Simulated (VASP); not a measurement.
# TiN (Fm-3m) in VASP: notebook

One crystal, TiN, is run at these levels: r2SCAN; tasks: relaxation of cell and atoms.

Everything below comes from runs of VASP 6.6.1. Logs are shortened: lines on timing, memory, paths and dates and some standing lists are left out, and cuts for length are marked.

## 1. The structure

Symmetry: Fm-3m, No. 225, cubic system. Conventional cell: a = 4.238 Å, b = 4.238 Å, c = 4.238 Å, α = 90.00°, β = 90.00°, γ = 90.00°. Ti (site symmetry m-3m) has 6 N at 2.12 Å as nearest neighbours. N (site symmetry m-3m) has 6 Ti at 2.12 Å as nearest neighbours.

## 2. Relaxation of cell and atoms, r2SCAN

The input, INCAR:

```
ALGO     = Normal         # electronic algorithm
EDIFF    = 1E-7           # SCF threshold, eV
EDIFFG   = -0.002         # ionic threshold
ENCUT    = 520            # plane-wave cutoff, eV
IBRION   = 2              # ionic algorithm
ISIF     = 3              # what is computed and relaxed
ISMEAR   = 0              # smearing method
LASPH    = T              # aspherical terms in the spheres
LCHARG   = F              # write CHGCAR
LMIXTAU  = T            
LREAL    = F              # projectors in reciprocal space
LWAVE    = F              # write WAVECAR
METAGGA  = R2SCAN         # meta-GGA
NELM     = 60             # most SCF steps
NSW      = 80             # ionic steps
PREC     = Accurate       # precision mode
SIGMA    = 0.02           # smearing width, eV
```

The input, KPOINTS:

```
k-points
0
Gamma
  12 12 12
```

The input, POSCAR:

```
TiN
1.0
    0.0000000000      2.1190000000      2.1190000000
    2.1190000000      0.0000000000      2.1190000000
    2.1190000000      2.1190000000      0.0000000000
Ti N
1 1
Direct
    0.0000000000      0.0000000000      0.0000000000
    0.5000000000      0.5000000000      0.5000000000
```

Potentials or basis: VASP PAW PBE potentials, release 64 (Ti_sv, N).

Started as:

```
> cat potpaw_PBE.64/Ti_sv/POTCAR potpaw_PBE.64/N/POTCAR > POTCAR
> mpirun -np 1 vasp_std > vasp.out
```

OUTCAR:

```text
EDIFF = 1E-7
   EDIFFG = -0.002
   ENCUT = 520
   IBRION = 2
   ISIF = 3
   ISMEAR = 0
   LASPH = T
   LREAL = F
   METAGGA = R2SCAN
   NELM = 60
   NSW = 80
   PREC = Accurate

 ion  position               nearest neighbor table
   1  0.000  0.000  0.000-   2 2.12   2 2.12   2 2.12   2 2.12   2 2.12   2 2.12
   2  0.500  0.500  0.500-   1 2.12   1 2.12   1 2.12   1 2.12   1 2.12   1 2.12

  LATTYP: Found a face centered cubic cell.
 ALAT       =     4.2380000000

  Lattice vectors:

 A1 = (   0.0000000000,   2.1190000000,   2.1190000000)
 A2 = (   2.1190000000,   0.0000000000,   2.1190000000)
 A3 = (   2.1190000000,   2.1190000000,   0.0000000000)

Analysis of symmetry for initial positions (statically):
=====================================================================
 Subroutine PRICEL returns:
 Original cell was already a primitive cell.

 Routine SETGRP: Setting up the symmetry group for a
 face centered cubic supercell.

 Subroutine GETGRP returns: Found 48 space group operations
 (whereof 48 operations were pure point group operations)
 out of a pool of 48 trial point group operations.

The static configuration has the point symmetry O_h .

Analysis of symmetry for dynamics (positions and initial velocities):
=====================================================================
 Subroutine PRICEL returns:
 Original cell was already a primitive cell.

 Routine SETGRP: Setting up the symmetry group for a
 face centered cubic supercell.

 Subroutine GETGRP returns: Found 48 space group operations
 (whereof 48 operations were pure point group operations)
 out of a pool of 48 trial point group operations.

The dynamic configuration has the point symmetry O_h .

 Subroutine INISYM returns: Found 48 space group operations
 (whereof 48 operations are pure point group operations),
 and found     1 'primitive' translations

----------------------------------------------------------------------------------------

                                     Primitive cell

  volume of cell :      19.0293

  direct lattice vectors                    reciprocal lattice vectors
     0.000000000  2.119000000  2.119000000    -0.235960359  0.235960359  0.235960359
     2.119000000  0.000000000  2.119000000     0.235960359 -0.235960359  0.235960359
     2.119000000  2.119000000  0.000000000     0.235960359  0.235960359 -0.235960359

  length of vectors
     2.996718539  2.996718539  2.996718539     0.408695330  0.408695330  0.408695330

  position of ions in fractional coordinates (direct lattice)
     0.000000000  0.000000000  0.000000000
     0.500000000  0.500000000  0.500000000

  ion indices of the primitive-cell ions
   primitive index   ion index
                 1           1
                 2           2

----------------------------------------------------------------------------------------

 KPOINTS: k-points

Automatic generation of k-mesh.
 Grid dimensions read from file:
 generate k-points for:   12   12   12

 Generating k-lattice:

  Cartesian coordinates                     Fractional coordinates (reciprocal lattice)
    -0.019663363  0.019663363  0.019663363     0.083333333  0.000000000  0.000000000
     0.019663363 -0.019663363  0.019663363     0.000000000  0.083333333  0.000000000
     0.019663363  0.019663363 -0.019663363     0.000000000  0.000000000  0.083333333

  Length of vectors
     0.034057944  0.034057944  0.034057944

  Shift w.r.t. Gamma in fractional coordinates (k-lattice)
     0.000000000  0.000000000  0.000000000

 Subroutine IBZKPT returns following result:
 ===========================================

 Found     72 irreducible k-points:

 Following reciprocal coordinates:
            Coordinates               Weight
  0.000000  0.000000  0.000000      1.000000
  0.083333  0.000000  0.000000      8.000000
  0.166667  0.000000  0.000000      8.000000
  0.250000  0.000000  0.000000      8.000000
  0.333333  0.000000  0.000000      8.000000
  0.416667  0.000000  0.000000      8.000000
[... 16 lines left out ...]
  0.500000  0.166667  0.000000     24.000000
 -0.416667  0.166667  0.000000     24.000000
 [... further k-points ...]
   k-points           NKPTS =     72   k-points in BZ     NKDIM =     72   number of bands    NBANDS=     12
   number of dos      NEDOS =    301   number of ions     NIONS =      2
   total plane-waves  NPLWV =  13824
   dimension x,y,z NGX =    24 NGY =   24 NGZ =   24
   dimension x,y,z NGXF=    48 NGYF=   48 NGZF=   48
   ions per type =               1   1
   NGX,Y,Z   is equivalent  to a cutoff of  13.31, 13.31, 13.31 a.u.
   NGXF,Y,Z  is equivalent  to a cutoff of  26.63, 26.63, 26.63 a.u.
 SYSTEM =  unknown system
   PREC   = accura    normal or accurate (medium, high low for compatibility)
   ISTART =      0    job   : 0-new  1-cont  2-samecut
   ICHARG =      2    charge: 1-file 2-atom 10-const
   ISPIN  =      1    spin polarized calculation?
   LNONCOLLINEAR =      F non collinear calculations
   LSORBIT =      F    spin-orbit coupling
   LASPH  =      T    aspherical Exc in radial PAW
   ENCUT  =  520.0 eV  38.22 Ry    6.18 a.u.   5.57  5.57  5.57*2*pi/ulx,y,z
   NELM   =     60;   NELMIN=  2; NELMDL= -5     # of ELM steps
   EDIFF  = 0.1E-06   stopping-criterion for ELM
   LREAL  =      F    real-space projection
   EDIFFG = -.2E-02   stopping-criterion for IOM
   NSW    =     80    number of steps for IOM
   IBRION =      2    ionic relax: 0-MD 1-quasi-New 2-CG
   NFREE  =      1    steps in history (QN), initial steepest desc. (CG)
   ISIF   =      3    stress and relaxation
   ISYM   =      2    0-nonsym 1-usesym 2-fastsym
   POTIM  = 0.5000    time-step for ionic-motion
   TEBEG  =    0.0;   TEEND  =   0.0 temperature during run
   PSTRESS=    0.0 pullay stress
   NELECT =      17.0000    total number of electrons
   NUPDOWN=      -1.0000    fix difference up-down
   EMIN   =  10.00;   EMAX   =-10.00  energy-range for DOS
   EFERMI =   0.00;   METHOD = LEGACY
   ISMEAR =     0;   SIGMA  =   0.02  broadening in eV -4-tet -1-fermi 0-gaus
   EFERMI_NEDOS =   21; number of points for ismear=-14 and -15
   IALGO  =     38    algorithm
   IMIX   =      4    mixing-type and parameters
     AMIX     =   0.40;   BMIX     =  1.00
     AMIX_MAG =   1.60;   BMIX_MAG =  1.00
  volume/ion in A,a.u.               =       9.51        64.21
  Fermi-wavevector in a.u.,A,eV,Ry     =   1.576704  2.979539 33.824024  2.485996
  Thomas-Fermi vector in A             =   2.677497
   LORBIT       =      0    0 simple, 1 ext, 2 COOP (PROOUT), +10 PAW based schemes
   METAGGA = R2SCAN    functional components
   LHFCALC =     F    Hartree Fock is set to
   AEXX    =    0.0000 exact exchange contribution
   IVDW    =     0    specifies the selected vdW correction
   LEPSILON=     F    determine dielectric tensor
   LRPA    =     F    only Hartree local field effects (RPA)
 conjugate gradient relaxation of ions
 non-spin polarized calculation
 Gauss-broadening in eV      SIGMA  =   0.02
  energy-cutoff  :      520.00
  volume of cell :       19.03
 maximum number of plane-waves:       532
 NGX is ok and might be reduce to    24
   NGX = 11   NGY = 11   NGZ = 11

--------------------------------------- Ionic step        1  -------------------------------------------

 number of electron      17.0000002 magnetization

 Free energy of the ion-electron system (eV)
  ---------------------------------------------------
  ext. energy  EPLUGINS =         0.00000000
  ---------------------------------------------------
  free energy    TOTEN  =       -26.01531821 eV

  energy without entropy =      -26.01485771  energy(sigma->0) =      -26.01508796

------------------------ aborting loop because EDIFF is reached ----------------------------------------

  FORCE on cell =-STRESS in cart. coord.  units (eV):
  Direction    XX          YY          ZZ          XY          YZ          ZX
  --------------------------------------------------------------------------------------
  -------------------------------------------------------------------------------------
  Total        0.0397414      0.0397414      0.0397414     -0.0000000      0.0000000      0.0000000
  in kB        3.3460417      3.3460417      3.3460417     -0.0000000      0.0000000      0.0000000
  external PRESSURE =       3.3460417 kB  Pullay stress =       0.0000000 kB
[... 57 lines left out ...]
  energy  without entropy=      -26.0148248051  energy(sigma->0) =      -26.01505595

--------------------------------------- Ionic step        3  -------------------------------------------

 number of electron      17.0000002 magnetization

 Free energy of the ion-electron system (eV)
  ---------------------------------------------------
  ext. energy  EPLUGINS =         0.00000000
  ---------------------------------------------------
  free energy    TOTEN  =       -26.01534063 eV

  energy without entropy =      -26.01487942  energy(sigma->0) =      -26.01511003

 E-fermi :  11.6216     XC(G=0): -13.8871

 val. band max:       11.6160211142   @ k =   0.5000   0.2500   0.0833
 cond. band min:      11.6299350029   @ k =   0.1667   0.0000   0.0000
 fundamental gap:      0.0139138887
 Fermi energy:        11.6216347656

 k-point     1 :       0.0000    0.0000    0.0000
  band No.  band energies     occupation
      1     -48.6996      2.00000
      2     -23.6352      2.00000
      3     -23.6351      2.00000
      4     -23.6351      2.00000
      5      -6.5955      2.00000
      6       9.2885      2.00000
      7       9.2885      2.00000
      8       9.2885      2.00000
      9      11.0503      2.00000
     10      11.0503      2.00000
     11      11.0503      2.00000
     12      12.2526      0.00000
[... 331 lines left out ...]
 k-point    24 :      -0.4167    0.1667    0.0000
  band No.  band energies     occupation
      1     -48.5912      2.00000
      2     -24.2255      2.00000
      3     -23.8034      2.00000
      4     -23.7124      2.00000
      5      -4.3614      2.00000
      6       3.7560      2.00000
      7       5.8172      2.00000
      8       5.9602      2.00000
      9      12.9771      0.00000
     10      13.2998      0.00000
     11      13.8404      0.00000
     12      16.2801      0.00000

 [... further k-points ...]

------------------------ aborting loop because EDIFF is reached ----------------------------------------

  FORCE on cell =-STRESS in cart. coord.  units (eV):
  Direction    XX          YY          ZZ          XY          YZ          ZX
  --------------------------------------------------------------------------------------
  -------------------------------------------------------------------------------------
  Total       -0.0004496     -0.0004496     -0.0004496      0.0000000     -0.0000000      0.0000000
  in kB       -0.0378147     -0.0378147     -0.0378147      0.0000000     -0.0000000      0.0000000
  external PRESSURE =      -0.0378147 kB  Pullay stress =       0.0000000 kB
[... 17 lines left out ...]
  FREE ENERGIE OF THE ION-ELECTRON SYSTEM (eV)
  ---------------------------------------------------
  free  energy   TOTEN  =       -26.0153406329 eV

  energy  without entropy=      -26.0148794199  energy(sigma->0) =      -26.01511003

 reached required accuracy - stopping structural energy minimisation
```

Wall time 1.8 min (1 thread of Intel Xeon Platinum 8488C (Sapphire Rapids), shared host); peak memory 0.16 GiB.

What came out:

```yaml
Free_energy: -26.0153 eV
Relaxed_volume: 9.53 Å³/atom
Relaxed_cell: a = 2.998 Å, b = 2.998 Å, c = 2.998 Å, α = 60.00°, β = 60.00°, γ = 60.00°
Space_group_after_relaxing_to_0.05_Å: Fm-3m (No. 225)
Energy_gained_by_relaxing: 0.0 meV/atom
Ionic_steps: 3
Pressure_after_relaxing: 0.0 GPa
Band_gap_on_the_k_mesh: none (metal or under the smearing width)
```

Final structure:
```yaml
crystal:
  lattice:
    - [0.00000, 2.11980, 2.11980]
    - [2.11980, 0.00000, 2.11980]
    - [2.11980, 2.11980, 0.00000]
  atoms:
    - { symbol: Ti, position: [0.00000, 0.00000, 0.00000] }
    - { symbol: N, position: [0.50000, 0.50000, 0.50000] }
```

Levels at points of the mesh, in eV from the Fermi level:
```
           k point  band 5  band 6  band 7  band 8  band 9  band 10  band 11  band 12
(0.00, 0.00, 0.00)  -18.22   -2.33   -2.33   -2.33   -0.57    -0.57    -0.57     0.63
(0.50, 0.00, 0.00)  -15.78   -8.46   -5.87   -5.87    1.78     1.78     2.49     5.99
(0.50, 0.50, 0.00)  -16.86   -6.22   -3.57   -3.57   -3.05     1.71     2.49     2.49
```

Caveat: the PAW data sets were made with another functional, which shifts forces and pressure a little.

## 3. Relaxation of cell and atoms, r2SCAN

INCAR is that of step 2.

KPOINTS is that of step 2.

The input, POSCAR:

```
TiN                                     
1.0
   -0.0000000000      2.1197953210      2.1197953210
    2.1197953210      0.0000000000      2.1197953210
    2.1197953210      2.1197953210     -0.0000000000
  Ti              N             
     1     1
Direct
     0.0000000000000000    0.0000000000000000    0.0000000000000000
     0.5000000000000000    0.5000000000000000    0.5000000000000000
```

Potentials or basis: VASP PAW PBE potentials, release 64 (Ti_sv, N).

Started as:

```
> cat potpaw_PBE.64/Ti_sv/POTCAR potpaw_PBE.64/N/POTCAR > POTCAR
> mpirun -np 1 vasp_std > vasp.out
```

OUTCAR:

```text
EDIFF = 1E-7
   EDIFFG = -0.002
   ENCUT = 520
   IBRION = 2
   ISIF = 3
   ISMEAR = 0
   LASPH = T
   LREAL = F
   METAGGA = R2SCAN
   NELM = 60
   NSW = 80
   PREC = Accurate

 ion  position               nearest neighbor table
   1  0.000  0.000  0.000-   2 2.12   2 2.12   2 2.12   2 2.12   2 2.12   2 2.12
   2  0.500  0.500  0.500-   1 2.12   1 2.12   1 2.12   1 2.12   1 2.12   1 2.12

  LATTYP: Found a face centered cubic cell.
 ALAT       =     4.2395906420

  Lattice vectors:

 A1 = (   0.0000000000,   2.1197953210,   2.1197953210)
 A2 = (   2.1197953210,   0.0000000000,   2.1197953210)
 A3 = (   2.1197953210,   2.1197953210,   0.0000000000)

Analysis of symmetry for initial positions (statically):
=====================================================================
 Subroutine PRICEL returns:
 Original cell was already a primitive cell.

 Routine SETGRP: Setting up the symmetry group for a
 face centered cubic supercell.

 Subroutine GETGRP returns: Found 48 space group operations
 (whereof 48 operations were pure point group operations)
 out of a pool of 48 trial point group operations.

The static configuration has the point symmetry O_h .

[... 180 lines left out ...]
      9      11.0503      2.00000
     10      11.0503      2.00000
     11      11.0503      2.00000
     12      12.2526      0.00000
[... 331 lines left out ...]
 k-point    24 :      -0.4167    0.1667    0.0000
  band No.  band energies     occupation
      1     -48.5912      2.00000
      2     -24.2255      2.00000
      3     -23.8034      2.00000
      4     -23.7124      2.00000
      5      -4.3613      2.00000
      6       3.7560      2.00000
      7       5.8172      2.00000
      8       5.9602      2.00000
      9      12.9771      0.00000
     10      13.2998      0.00000
     11      13.8405      0.00000
     12      16.2801      0.00000

 [... further k-points ...]

------------------------ aborting loop because EDIFF is reached ----------------------------------------

  FORCE on cell =-STRESS in cart. coord.  units (eV):
  Direction    XX          YY          ZZ          XY          YZ          ZX
  --------------------------------------------------------------------------------------
  -------------------------------------------------------------------------------------
  Total       -0.0000533     -0.0000533     -0.0000533      0.0000000      0.0000000      0.0000000
  in kB       -0.0044856     -0.0044856     -0.0044856      0.0000000      0.0000000      0.0000000
  external PRESSURE =      -0.0044856 kB  Pullay stress =       0.0000000 kB

 VOLUME and BASIS-vectors are now :
 -----------------------------------------------------------------------------
  energy-cutoff  :      520.00
  volume of cell :       19.05
      direct lattice vectors                 reciprocal lattice vectors
     0.000000000  2.119795321  2.119795321    -0.235871829  0.235871829  0.235871829
     2.119795321  0.000000000  2.119795321     0.235871829 -0.235871829  0.235871829
     2.119795321  2.119795321  0.000000000     0.235871829  0.235871829 -0.235871829

 POSITION                                       TOTAL-FORCE (eV/Angst)
 -----------------------------------------------------------------------------------
      0.00000      0.00000      0.00000        -0.000000     -0.000000      0.000000
      2.11980      2.11980      2.11980         0.000000      0.000000     -0.000000
 -----------------------------------------------------------------------------------
    total drift:                                0.000000     -0.000000     -0.000000

  FREE ENERGIE OF THE ION-ELECTRON SYSTEM (eV)
  ---------------------------------------------------
  free  energy   TOTEN  =       -26.0153596130 eV

  energy  without entropy=      -26.0148984101  energy(sigma->0) =      -26.01512901

 reached required accuracy - stopping structural energy minimisation
```

Wall time 52 s (1 thread of Intel Xeon Platinum 8488C (Sapphire Rapids), shared host); peak memory 0.16 GiB.

Results:

```
Free energy             : -26.0154 eV
Pressure after relaxing : 0.0 GPa
Band gap on the k mesh  : none (metal or under the smearing width)
```

Final structure:
```
Ti N
1.0
     0.00000    2.11980    2.11980
     2.11980    0.00000    2.11980
     2.11980    2.11980    0.00000
Ti N
1 1
Direct
  0.00000 0.00000 0.00000
  0.50000 0.50000 0.50000
```

Levels at points of the mesh, in eV from the Fermi level:
| k point | band 6 | band 7 | band 8 | band 9 | band 10 | band 11 | band 12 |
| --- | --- | --- | --- | --- | --- | --- | --- |
| (0.00, 0.00, 0.00) | -2.33 | -2.33 | -2.33 | -0.57 | -0.57 | -0.57 | 0.63 |
| (0.50, 0.00, 0.00) | -8.46 | -5.87 | -5.87 | 1.78 | 1.78 | 2.49 | 5.99 |
| (0.50, 0.50, 0.00) | -6.22 | -3.57 | -3.57 | -3.05 | 1.71 | 2.49 | 2.49 |

Caveat: the relaxation stopped at its first step, so nothing moved; the PAW data sets were made with another functional, which shifts forces and pressure a little.
